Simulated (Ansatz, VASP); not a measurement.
## C: VASP beside Ansatz

File INCAR:

```
PREC = Accurate ; ENCUT = 520
EDIFF = 1E-6 ; ISMEAR = 0
SIGMA = 0.1 ; LREAL = F
LASPH = T ; NELM = 80
ALGO = Normal ; ISIF = 2
LWAVE = F ; LCHARG = F
GGA = PS ; NBANDS = 16
```

KPOINTS

```
Automatic mesh
0
Gamma
  12 12 4
```

File POSCAR:

```
C
1.0
    1.2280479700     -2.1270618200      0.0000000000
    1.2280479700      2.1270618200      0.0000000000
    0.0000000000      0.0000000000      7.1732677600
C
4
Direct
    0.0833794600      0.9166205400      0.7531376000
    0.5833794600      0.4166205400      0.2468624000
    0.9166205400      0.0833794600      0.2468624000
    0.4166205400      0.5833794600      0.7531376000
```

Input for Ansatz:

```yaml
crystal:
  lattice:
    - [1.22804797, -2.12706182, 0.0]
    - [1.22804797, 2.12706182, 0.0]
    - [0.0, 0.0, 7.17326776]
  atoms:
    - { symbol: C, position: [0.08337946, 0.91662054, 0.7531376] }
    - { symbol: C, position: [0.58337946, 0.41662054, 0.2468624] }
    - { symbol: C, position: [0.91662054, 0.08337946, 0.2468624] }
    - { symbol: C, position: [0.41662054, 0.58337946, 0.7531376] }
basis:
  ecutwfc: 420
kpoints:
  mp_grid: { grid: [12, 12, 4] }
hamiltonian:
  xc: pbesol
scf:
  occupations: { method: gaussian, width: 0.1 }
output:
  forces: true
  stress: true
  eigenvalues: true
```

This is a stacking variant of graphite.

Alike in both runs: task single point; functional PBEsol; k mesh 12 × 12 × 4; occupations gaussian, width 0.1 eV; no spin polarisation.

|  | VASP | Ansatz |
| --- | --- | --- |
| version | VASP 6.6.1 | Ansatz 0.2.0 |
| potentials or method | VASP PAW PBE potentials, release 64 (C) | scalar-relativistic, plane waves, PAW |
| plane-wave cutoff (eV) | 520 | 420 |
| valence electrons in the cell | 16 | 16 |

```tsv
	VASP	Ansatz	Ansatz less VASP
gap on the k mesh at the Fermi level (eV)	0.02	0.02	0.000
least direct gap on the mesh (eV)	0.02	0.02	0.000
pressure (GPa)	1.6	1.0	-0.64
largest component of the traceless stress (GPa)	1.51	0.81	-0.703
rms of the force components (eV/Å)	0.014	0.014	0.0000
```

Atom by atom the forces differ by 0.000 eV/Å (rms over components).

Caveats: the PAW data sets were made with another functional, which shifts forces and pressure a little (VASP); this functional lacks dispersion, which binds the layers, so the pressure and a relaxed spacing across them are unreliable.
